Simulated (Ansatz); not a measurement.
Li2Se (Fm-3m): the size of the finite step

```
CELL_PARAMETERS angstrom
0.00000 2.97238 2.97238
2.97238 0.00000 2.97238
2.97238 2.97238 0.00000
ATOMIC_POSITIONS crystal
Li 0.25000 0.25000 0.25000
Li 0.75000 0.75000 0.75000
Se 0.00000 0.00000 0.00000
```

Computed, not measured; unless marked otherwise by PBEsol, PAW on Ansatz 0.2.0's default frozen-core files (fitted under PBE), scalar-relativistic. k mesh 6×6×6, strains of ±0.005, fixed occupations, cutoff 420 eV. The cell was relaxed by PAW under this functional.

Elastic constants come from stresses at strains of ±0.005 (two-point stencil): C11 = 68.4, C12 = 18.5, C44 = 28.5 GPa. What does an amplitude of 0.02 give?

C11 = 68.5, C12 = 18.6, C44 = 28.5 GPa. Nothing moves by 1 %.

Known limits: frozen-core PAW files fitted under PBE, their cores solved anew for the functional of the run.
